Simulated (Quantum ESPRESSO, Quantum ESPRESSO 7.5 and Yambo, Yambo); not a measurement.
# GaN (F-43m): G0W0 with Yambo, start to end

Wanted: ground state, empty states, screening and self-energy for GaN (F-43m).

Calculated with Quantum ESPRESSO 7.5 and Yambo 5.3.0; PBE and many-body steps on it, plane waves.

**What was measured.**

- Gap 3.23 eV: absorption onset (direct gap at Gamma) of unexcited film, from imaginary part of dielectric function; spectroscopic ellipsometry (steady-state reference of time-resolved measurement); 300 K; film on 3C-SiC/Si(001) (“Femtosecond pump-probe absorption edge spectroscopy of cubic GaN”, 2022, arxiv:2206.02223).

**1. Starting point**

It takes space group F-43m (No. 216, cubic). The conventional cell has a = 4.507 Å, b = 4.507 Å, c = 4.507 Å, α = 90.00°, β = 90.00°, γ = 90.00°. Nearest to Ga lie 4 N at 1.95 Å. Nearest to N lie 4 Ga at 1.95 Å. Farther neighbours and most contacts between anions are not listed.

Structure file:

```cif
data_structure
_symmetry_space_group_name_H-M 'F-43m'
_symmetry_Int_Tables_number 216
_cell_length_a 4.5070
_cell_length_b 4.5070
_cell_length_c 4.5070
_cell_angle_alpha 90.000
_cell_angle_beta 90.000
_cell_angle_gamma 90.000
_cell_volume 91.55
loop_
_atom_site_label
_atom_site_type_symbol
_atom_site_symmetry_multiplicity
_atom_site_Wyckoff_symbol
_atom_site_fract_x
_atom_site_fract_y
_atom_site_fract_z
_atom_site_occupancy
Ga1 Ga 4 a 0.00000 0.00000 0.00000 1
N1 N 4 c 0.25000 0.25000 0.25000 1
```

The cell and positions are those that the Materials Project relaxed with its own functionals (PBE, PBE+U or r2SCAN), kept fixed. This is not the form that GaN usually takes at ambient conditions.

**2. Ground state**

This step: Quantum ESPRESSO 7.5; DFT, PBE, plane waves, norm-conserving pseudopotentials.

The ground-state density comes first.

The input, pw.in:

```
&control
  calculation = 'scf'
  prefix = 'x'
  outdir = 'o'
  pseudo_dir = 'pseudo'
/
&system
  ibrav = 0
  nat = 2
  ntyp = 2
  ecutwfc = 104.0
  nbnd = 18
  force_symmorphic = .true.
/
&electrons
  conv_thr = 1e-10
  electron_maxstep = 80
  mixing_beta = 0.5
/
ATOMIC_SPECIES
  Ga 69.723 Ga.upf
  N 14.007 N.upf
CELL_PARAMETERS angstrom
  0.0000000000 2.2535006075 2.2535006075
  2.2535006075 0.0000000000 2.2535006075
  2.2535006075 2.2535006075 0.0000000000
ATOMIC_POSITIONS crystal
  Ga 0.0000000000 0.0000000000 0.0000000000
  N 0.7500000000 0.7500000000 0.7500000000
K_POINTS automatic
  8 8 8 0 0 0
```

Command:

```bash
$ OMP_NUM_THREADS=1 mpirun -n 8 pw.x -nk 8 -in pw.in > pw.out
```

The program printed:

```text
Program PWSCF v.7.5 starts

     This program is part of the open-source Quantum ESPRESSO suite
     for quantum simulation of materials; please cite
         "P. Giannozzi et al., J. Phys.:Condens. Matter 21 395502 (2009);
         "P. Giannozzi et al., J. Phys.:Condens. Matter 29 465901 (2017);
         "P. Giannozzi et al., J. Chem. Phys. 152 154105 (2020);
     in publications or presentations arising from this work. More details at
     Message from routine setup:
     using ibrav=0 with symmetry is DISCOURAGED, use correct ibrav instead

     G-vector sticks info

     bravais-lattice index     =            0
     lattice parameter (alat)  =       6.0224  a.u.
     unit-cell volume          =     154.4542 (a.u.)^3
     number of atoms/cell      =            2
     number of atomic types    =            2
     number of electrons       =        26.00
     number of Kohn-Sham states=           18
     kinetic-energy cutoff     =     104.0000  Ry
     charge density cutoff     =     416.0000  Ry
     scf convergence threshold =      1.0E-10
     mixing beta               =       0.5000
     number of iterations used =            8  plain     mixing
     Exchange-correlation= PBE
                           (   1   4   3   4   0   0   0)

     celldm(1)=   6.022427  celldm(2)=   0.000000  celldm(3)=   0.000000
     celldm(4)=   0.000000  celldm(5)=   0.000000  celldm(6)=   0.000000

     crystal axes: (cart. coord. in units of alat)
               a(1) = (   0.000000   0.707107   0.707107 )
               a(2) = (   0.707107   0.000000   0.707107 )
               a(3) = (   0.707107   0.707107   0.000000 )

     reciprocal axes: (cart. coord. in units 2 pi/alat)
               b(1) = ( -0.707107  0.707107  0.707107 )
               b(2) = (  0.707107 -0.707107  0.707107 )
               b(3) = (  0.707107  0.707107 -0.707107 )
     Pseudo is Norm-conserving + core correction, Zval = 21.0
     Generated using ONCVPSP code by D. R. Hamann
     Using radial grid of 1902 points,  6 beta functions with:
     Pseudo is Norm-conserving + core correction, Zval =  5.0
     Generated using ONCVPSP code by D. R. Hamann
     Using radial grid of 1058 points,  4 beta functions with:
     Ga               21.00    69.72300     Ga( 1.00)
     N                 5.00    14.00700     N ( 1.00)

     24 Sym. Ops. (no inversion) found

   Cartesian axes

     site n.     atom                  positions (alat units)
         1        Ga     tau(   1) = (   0.0000000   0.0000000   0.0000000  )
         2        N      tau(   2) = (   1.0606602   1.0606602   1.0606602  )

     number of k points=    29
                       cart. coord. in units 2pi/alat
        k(    1) = (   0.0000000   0.0000000   0.0000000), wk =   0.0039062
        k(    2) = (   0.0883883   0.0883883  -0.0883883), wk =   0.0312500
        k(    3) = (   0.1767767   0.1767767  -0.1767767), wk =   0.0312500
        k(    4) = (   0.2651650   0.2651650  -0.2651650), wk =   0.0312500
        k(    5) = (  -0.3535534  -0.3535534   0.3535534), wk =   0.0156250
        k(    6) = (   0.1767767   0.0000000   0.0000000), wk =   0.0234375
        k(    7) = (   0.2651650   0.0883883  -0.0883883), wk =   0.0937500
        k(    8) = (   0.3535534   0.1767767  -0.1767767), wk =   0.0937500
        k(    9) = (  -0.2651650  -0.4419417   0.4419417), wk =   0.0937500
        k(   10) = (  -0.1767767  -0.3535534   0.3535534), wk =   0.0937500
     [... 17 further rows ...]
        k(   28) = (  -0.7071068   0.1767767  -0.0000000), wk =   0.0468750
        k(   29) = (  -0.7071068   0.3535534   0.0000000), wk =   0.0234375

     Dense  grid:    22219 G-vectors     FFT dimensions: (  40,  40,  40)

     Initial potential from superposition of free atoms

     starting charge      25.9973, renormalised to      26.0000
     Starting wfcs are   17 randomized atomic wfcs +    1 random wfcs

     per-process dynamical memory:    22.0 Mb

     Self-consistent Calculation

     iteration #  1     ecut=   104.00 Ry     beta= 0.50

     total energy              =    -517.30218389 Ry
     estimated scf accuracy    <       0.51779884 Ry

     iteration #  2     ecut=   104.00 Ry     beta= 0.50

     total energy              =    -517.45397167 Ry
     estimated scf accuracy    <       0.10392532 Ry

     iteration #  3     ecut=   104.00 Ry     beta= 0.50

     total energy              =    -517.47172342 Ry
     estimated scf accuracy    <       0.00316974 Ry

     iteration #  4     ecut=   104.00 Ry     beta= 0.50

     total energy              =    -517.47189096 Ry
     estimated scf accuracy    <       0.00022933 Ry

     iteration #  5     ecut=   104.00 Ry     beta= 0.50

     total energy              =    -517.47194268 Ry
     estimated scf accuracy    <       0.00001201 Ry

     iteration #  6     ecut=   104.00 Ry     beta= 0.50

     total energy              =    -517.47194386 Ry
     estimated scf accuracy    <       0.00000521 Ry

     iteration #  7     ecut=   104.00 Ry     beta= 0.50

     total energy              =    -517.47194448 Ry
     estimated scf accuracy    <       0.00000003 Ry

     iteration #  8     ecut=   104.00 Ry     beta= 0.50

     total energy              =    -517.47194449 Ry
     estimated scf accuracy    <       0.00000005 Ry

     iteration #  9     ecut=   104.00 Ry     beta= 0.50

     total energy              =    -517.47194449 Ry
     estimated scf accuracy    <          9.2E-10 Ry

     iteration # 10     ecut=   104.00 Ry     beta= 0.50

     total energy              =    -517.47194449 Ry
     estimated scf accuracy    <          2.3E-10 Ry

     iteration # 11     ecut=   104.00 Ry     beta= 0.50

     End of self-consistent calculation

          k = 0.0000 0.0000 0.0000 (  2733 PWs)   bands (ev):

  -130.4589 -81.1977 -81.1977 -81.1977  -4.2755  -1.8860  -1.8860  -1.8860
    -1.5761  -1.5761  11.6293  11.6293  11.6293  13.3821  21.9917  21.9917
    21.9917  29.2607

          k = 0.0884 0.0884-0.0884 (  2755 PWs)   bands (ev):

  -130.4589 -81.1980 -81.1978 -81.1978  -4.1100  -1.8657  -1.8657  -1.8192
    -1.5777  -1.5777  10.1105  11.4684  11.4684  14.5249  21.2757  22.2265
    22.2265  28.8497

          k = 0.1768 0.1768-0.1768 (  2764 PWs)   bands (ev):

  -130.4589 -81.1984 -81.1979 -81.1979  -3.7464  -1.8263  -1.8263  -1.5708
    -1.5708  -1.5072   7.7858  11.1118  11.1118  15.7170  20.4400  22.4403
    22.4403  27.6520

          k = 0.2652 0.2652-0.2652 (  2776 PWs)   bands (ev):

     [... further k-points ...]

     highest occupied, lowest unoccupied level (ev):    11.6293   13.3821

!    total energy              =    -517.47194449 Ry
     estimated scf accuracy    <          5.1E-12 Ry

     The total energy is the sum of the following terms:
     one-electron contribution =    -389.77875579 Ry
     hartree contribution      =     200.88747514 Ry
     xc contribution           =     -57.95100107 Ry
     ewald contribution        =    -270.62966277 Ry

     convergence has been achieved in  11 iterations

     XML data file, charge density, pseudopotentials, collected wavefunctions

=------------------------------------------------------------------------------=
   JOB DONE.
=------------------------------------------------------------------------------=
```

Wall time 7.9 s (8 MPI ranks of Intel Xeon Platinum 8375C at 2.90GHz (Ice Lake), shared host); peak memory 0.51 GiB; 61 s of CPU time.

This step gave:

- total energy: -7040.5645 eV
- gap: 1.753 eV
- k of the valence top: 0, 0, 0
- k of the conduction bottom: 0, 0, 0
- least direct gap: 1.753 eV

The gap is direct, at Γ.

**3. Bands along the symmetry lines**

Levels along a band path, at the cheap level, show where the edges lie and whether the meshes to come will hold them.

The input, pw.in:

```
&control
  calculation = 'bands'
  prefix = 'x'
  outdir = 'o'
  pseudo_dir = 'pseudo'
/
&system
  ibrav = 0
  nat = 2
  ntyp = 2
  ecutwfc = 104.0
  nbnd = 19
  force_symmorphic = .true.
/
&electrons
  conv_thr = 1e-9
  electron_maxstep = 80
  diago_full_acc = .true.
  diago_thr_init = 5e-6
/
ATOMIC_SPECIES
  Ga 69.723 Ga.upf
  N 14.007 N.upf
CELL_PARAMETERS angstrom
  0.0000000000 2.2535006075 2.2535006075
  2.2535006075 0.0000000000 2.2535006075
  2.2535006075 2.2535006075 0.0000000000
ATOMIC_POSITIONS crystal
  Ga 0.0000000000 0.0000000000 0.0000000000
  N 0.7500000000 0.7500000000 0.7500000000
K_POINTS crystal
  50
  0.00000000 0.00000000 0.00000000 1
  -0.06250000 -0.06250000 0.00000000 1
  -0.12500000 -0.12500000 0.00000000 1
  -0.18750000 -0.18750000 0.00000000 1
  -0.25000000 -0.25000000 0.00000000 1
  -0.31250000 -0.31250000 0.00000000 1
  -0.37500000 -0.37500000 0.00000000 1
  -0.43750000 -0.43750000 0.00000000 1
  -0.50000000 -0.50000000 0.00000000 1
  -0.48437500 -0.48437500 0.03125000 1
  -0.46875000 -0.46875000 0.06250000 1
  -0.45312500 -0.45312500 0.09375000 1
  -0.43750000 -0.43750000 0.12500000 1
  -0.42187500 -0.42187500 0.15625000 1
  -0.40625000 -0.40625000 0.18750000 1
  -0.39062500 -0.39062500 0.21875000 1
  -0.37500000 -0.37500000 0.25000000 1
  -0.37500000 0.00000000 0.37500000 1
  -0.32812500 0.00000000 0.32812500 1
  -0.28125000 0.00000000 0.28125000 1
  -0.23437500 0.00000000 0.23437500 1
  -0.18750000 0.00000000 0.18750000 1
  -0.14062500 0.00000000 0.14062500 1
  -0.09375000 0.00000000 0.09375000 1
  -0.04687500 0.00000000 0.04687500 1
  0.00000000 0.00000000 0.00000000 1
  0.00000000 0.00000000 0.06250000 1
  0.00000000 0.00000000 0.12500000 1
  0.00000000 0.00000000 0.18750000 1
  0.00000000 0.00000000 0.25000000 1
  0.00000000 0.00000000 0.31250000 1
  0.00000000 0.00000000 0.37500000 1
  0.00000000 0.00000000 0.43750000 1
  0.00000000 0.00000000 0.50000000 1
  -0.06250000 -0.03125000 0.46875000 1
  -0.12500000 -0.06250000 0.43750000 1
  -0.18750000 -0.09375000 0.40625000 1
  -0.25000000 -0.12500000 0.37500000 1
  -0.31250000 -0.15625000 0.34375000 1
  -0.37500000 -0.18750000 0.31250000 1
  -0.43750000 -0.21875000 0.28125000 1
  -0.50000000 -0.25000000 0.25000000 1
  -0.50000000 -0.28125000 0.21875000 1
  -0.50000000 -0.31250000 0.18750000 1
  -0.50000000 -0.34375000 0.15625000 1
  -0.50000000 -0.37500000 0.12500000 1
  -0.50000000 -0.40625000 0.09375000 1
  -0.50000000 -0.43750000 0.06250000 1
  -0.50000000 -0.46875000 0.03125000 1
  -0.50000000 -0.50000000 0.00000000 1
```

The program printed:

```text
[banner, memory and clock lines left out]
Program PWSCF v.7.5 starts

     Atomic positions and unit cell read from directory:
     o/x.save/

     Message from routine setup:
     using ibrav=0 with symmetry is DISCOURAGED, use correct ibrav instead

     G-vector sticks info

     bravais-lattice index     =            0
     lattice parameter (alat)  =       6.0224  a.u.
     unit-cell volume          =     154.4542 (a.u.)^3
     number of atoms/cell      =            2
     number of atomic types    =            2
     number of electrons       =        26.00
     number of Kohn-Sham states=           19
     kinetic-energy cutoff     =     104.0000  Ry
     charge density cutoff     =     416.0000  Ry
     Exchange-correlation= PBE
                           (   1   4   3   4   0   0   0)

     celldm(1)=   6.022427  celldm(2)=   0.000000  celldm(3)=   0.000000
     celldm(4)=   0.000000  celldm(5)=   0.000000  celldm(6)=   0.000000

     crystal axes: (cart. coord. in units of alat)
               a(1) = (   0.000000   0.707107   0.707107 )
               a(2) = (   0.707107   0.000000   0.707107 )
               a(3) = (   0.707107   0.707107   0.000000 )

     reciprocal axes: (cart. coord. in units 2 pi/alat)
               b(1) = ( -0.707107  0.707107  0.707107 )
               b(2) = (  0.707107 -0.707107  0.707107 )
               b(3) = (  0.707107  0.707107 -0.707107 )
     Pseudo is Norm-conserving + core correction, Zval = 21.0
     Generated using ONCVPSP code by D. R. Hamann
     Using radial grid of 1902 points,  6 beta functions with:
     Pseudo is Norm-conserving + core correction, Zval =  5.0
     Generated using ONCVPSP code by D. R. Hamann
     Using radial grid of 1058 points,  4 beta functions with:
     Ga               21.00    69.72300     Ga( 1.00)
     N                 5.00    14.00700     N ( 1.00)

     24 Sym. Ops. (no inversion) found

   Cartesian axes

     site n.     atom                  positions (alat units)
         1        Ga     tau(   1) = (   0.0000000   0.0000000   0.0000000  )
         2        N      tau(   2) = (   1.0606602   1.0606602   1.0606602  )

     number of k points=    50
                       cart. coord. in units 2pi/alat
        k(    1) = (   0.0000000   0.0000000   0.0000000), wk =   0.0400000
        k(    2) = (   0.0000000   0.0000000  -0.0883883), wk =   0.0400000
        k(    3) = (   0.0000000   0.0000000  -0.1767767), wk =   0.0400000
[...]
[... 38 further rows ...]
        k(   49) = (   0.0441942  -0.0000000  -0.7071068), wk =   0.0400000
        k(   50) = (   0.0000000   0.0000000  -0.7071068), wk =   0.0400000

     Dense  grid:    22219 G-vectors     FFT dimensions: (  40,  40,  40)

     The potential is recalculated from file :
     o/x.save/charge-density

     Starting wfcs are   17 randomized atomic wfcs +    2 random wfcs

     Band Structure Calculation

     End of band structure calculation

          k = 0.0000 0.0000 0.0000 (  2733 PWs)   bands (ev):

  -130.4589 -81.1977 -81.1977 -81.1977  -4.2755  -1.8859  -1.8859  -1.8859
    -1.5760  -1.5760  11.6293  11.6293  11.6293  13.3821  21.9917  21.9917
    21.9917  29.2607  30.4490

          k = 0.0000 0.0000-0.0884 (  2737 PWs)   bands (ev):

  -130.4589 -81.1977 -81.1977 -81.1977  -4.2176  -1.8758  -1.8758  -1.8719
[...]
22.1206  28.4048  29.9115

          k = 0.0000 0.0000-0.1768 (  2750 PWs)   bands (ev):

[...]
22.4817  26.2126  31.3175

          k = 0.0000 0.0000-0.2652 (  2754 PWs)   bands (ev):

[...]
k =-0.0000-0.0000-0.4419 (  2766 PWs)   bands (ev):

[...]
k =-0.0000-0.0000-0.6187 (  2770 PWs)   bands (ev):

[...]
k = 0.5303-0.0000-0.5303 (  2768 PWs)   bands (ev):

[...]
k = 0.3977-0.0000-0.3977 (  2756 PWs)   bands (ev):

[...]
k = 0.2652-0.0000-0.2652 (  2772 PWs)   bands (ev):

[...]
k = 0.0000 0.0000 0.0000 (  2733 PWs)   bands (ev):

[...]
k = 0.1326 0.0000-0.7071 (  2770 PWs)   bands (ev):

[...]
k = 0.0884-0.0000-0.7071 (  2774 PWs)   bands (ev):

[...]
k = 0.0442-0.0000-0.7071 (  2774 PWs)   bands (ev):

[...]
25.4643  25.6236  33.4304

          k = 0.0000 0.0000-0.7071 (  2778 PWs)   bands (ev):

  -130.4588 -81.1991 -81.1984 -81.1984  -3.2483  -1.8059  -1.5864  -1.5864
    -1.5005   0.1493   5.5189   8.9386   8.9386  15.0084  18.3286  23.3382
    25.5941  25.5941  33.3604

     XML data file, pseudopotentials, collected wavefunctions
```

Wall time 3.6 s (8 MPI ranks); peak memory 0.45 GiB; 26 s of CPU time.

Numbers from this step:

```
gap                        : 1.753 eV
k of the valence top       : 0, 0, 0
k of the conduction bottom : 0, 0, 0
least direct gap           : 1.753 eV
```

The gap is 1.753 eV, as in the run before at this level.

The electronic bands at the labelled points (eV, zero at the top of the highest filled band):

```csv
point,band 10,band 11,band 12,band 13,band 14,band 15,band 16,band 17
Γ,-13.21,0.00,0.00,0.00,1.75,10.36,10.36,10.36
halfway,-13.00,-3.42,-1.48,-1.48,4.60,7.44,11.64,12.03
X,-11.48,-6.11,-2.69,-2.69,3.38,6.70,11.71,13.96
halfway,-11.40,-6.02,-3.33,-2.55,3.97,7.14,11.58,13.60
U,-11.32,-5.85,-4.24,-2.16,5.02,7.88,11.08,12.86
jump to K,-11.32,-5.85,-4.24,-2.16,5.02,7.88,11.08,12.86
halfway,-12.84,-4.18,-2.11,-0.53,5.23,8.53,9.65,11.19
Γ,-13.21,0.00,0.00,0.00,1.75,10.36,10.36,10.36
halfway,-13.14,-3.84,-0.52,-0.52,4.09,8.81,10.81,10.81
L,-11.92,-7.02,-0.96,-0.96,4.67,8.73,10.40,10.40
halfway,-11.60,-6.39,-2.99,-1.76,6.65,7.03,10.11,11.73
W,-11.20,-5.68,-3.68,-3.62,6.23,8.40,10.30,11.13
halfway,-11.34,-5.93,-3.20,-3.17,4.60,7.50,11.47,12.28
X,-11.48,-6.11,-2.69,-2.69,3.38,6.70,11.71,13.96
```

The electronic bands as a text plot (rows in eV, shown from -8.0 to 7.8 only):

```
    7.4 |     ++       +++  ++                       + +     ++
    6.8 |       +++++++     ++                        ++       ++
    6.1 |                  +  ++                     +  ++++
    5.5 |                       +                   +       +
    4.8 |     ++         ++                    +++++         +
    4.1 |    +  +++    ++        ++         +++               +
    3.5 |  ++      ++++            ++      +                   ++
    2.8 |                                ++
    2.2 | +                          +  +
    1.5 |+                            ++
    0.9 |
    0.2 |*                         ******
   -0.5 | ***                   ******  *******
   -1.1 |    *              **** **            *******
   -1.8 |  ** ****         *       **    **         * *
   -2.4 |    *    *********     *          *         * **       *
   -3.1 |             **      ** **                   *  *   ***
   -3.7 |     **        *   **              *          ******
   -4.4 |       **       ***    *
   -5.0 |         *           **             **
   -5.7 |          **  *******                 *        *******
   -6.4 |            **                              ***       **
   -7.0 |                                       *****
   -7.7 |
         Γ           X  U|K            Γ         L        W     X
```

(Continued in part 2 of 3.)

[Paths, hosts, dates, memory and timing lines, banners, echoed tables and standing remarks are left out of the program output.]

[Logs are printed without paths, hosts, clocks, repeated set-up lines and the standing remarks that a program may print on its own settings, such as how far it seeks lower states.]

[Runs of the session that timed out or met a known fault of the program may be left out.]

[Hosts, paths, dates, database ids (printed as entryN), source tags and the programs' standing remarks are cut or masked in the printed files.]
